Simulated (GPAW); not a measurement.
Runs of GPAW 26.7.0 on C. Symmetry: P6_3/mmc, No. 194, hexagonal system. Conventional cell: a = 2.522 Å, b = 2.522 Å, c = 8.237 Å, α = 90.00°, β = 90.00°, γ = 120.00°. C (site symmetry 3m) has 4 C at 1.54 Å as nearest neighbours. C (site symmetry 3m) has 4 C at 1.54 Å as nearest neighbours. This is a hexagonal form of diamond, not graphite.

| task | level | potentials or basis | cell | k mesh | eigensolver | maxiter | optimizer | fmax | max steps | other keys | mesh quality | gap on the mesh (eV) | pressure (GPa) | relaxed volume (Å³/atom) | largest force (eV/Å) |
| --- | --- | --- | --- | --- | --- | --- | --- | --- | --- | --- | --- | --- | --- | --- | --- |
| relaxation of cell and atoms | OLYP | PAW data sets generated in the run's folder for this functional, pw | relaxed to 5 GPa | 7 × 7 × 2 | davidson | 150 | LBFGS | 0.01 eV/Å | 100 | - | coarse | 4.57 | 5.0 | - | - |
| relaxation of cell and atoms | LDA | the program's PAW data sets (release 1.2.1) made for this functional, pw | relaxed | 7 × 7 × 2 | - | 150 | BFGS | 0.05 eV/Å | 100 | - | coarse | 4.59 | 0.2 | 5.51 | - |
| band structure | SOGGA | PAW data sets generated in the run's folder for this functional, pw | as given | 7 × 7 × 2 | - | 150 | - | - | - | - | coarse | (b) | -5.1 | - | 0.33 |
| band structure | SCAN | GPAW PAW data sets (gpaw-data 1.2.1), pw | as given | 7 × 7 × 2 | - | 150 | - | - | - | - | coarse | 4.81 | -5.5 | - | 0.35 |
| relaxation of cell and atoms | PBE+D3(BJ) | GPAW PAW data sets (gpaw-data 1.2.1), pw | relaxed | 7 × 7 × 2 | - | 150 | BFGS | 0.02 eV/Å | 60 | - | coarse | 4.57 | 0.2 | 5.62 | 0.01 |
| relaxation of cell and atoms | MS2 | GPAW PAW data sets (gpaw-data 1.2.1), pw | relaxed | 7 × 7 × 2 | - | 150 | BFGS | 0.02 eV/Å | 60 | - | coarse | 5.15 | 0.2 | 5.59 | 0.01 |
| relaxation of cell and atoms | RPBE+D3 | the program's PAW data sets (release 1.2.1) made for this functional, pw | relaxed to 10 GPa | 7 × 7 × 2 | - | 150 | FIRE | 0.01 eV/Å | 100 | - | coarse | 4.57 | 9.9 | - | 0.01 |
| relaxation of cell and atoms | BP86 | PAW data sets generated in the run's folder for this functional, pw | relaxed | 7 × 7 × 2 | - | 150 | LBFGS | 0.02 eV/Å | 60 | - | coarse | 4.57 | -0.2 | (c) | 0.01 |
| single point | PBE | GPAW PAW data sets (gpaw-data 1.2.1), pw | as given | 9 × 9 × 3 | - | 100 | - | - | - | several, not listed | not flagged | 4.43 | (a) | - | 0.33 |

Alike in all rows: no spin polarisation; cutoff (eV) 800; smearing fermi-dirac 0.05 eV.

Q: Estimate the missing entries.

A: (a) 1.9; (b) 4.27; (c) 5.74.

Caveats: an odd mesh through Γ misses points on the zone boundary, where band edges often lie (some runs); later steps reuse the first step's grids (some runs); the PAW data sets were made with another functional, which shifts forces and pressure a little (some runs).
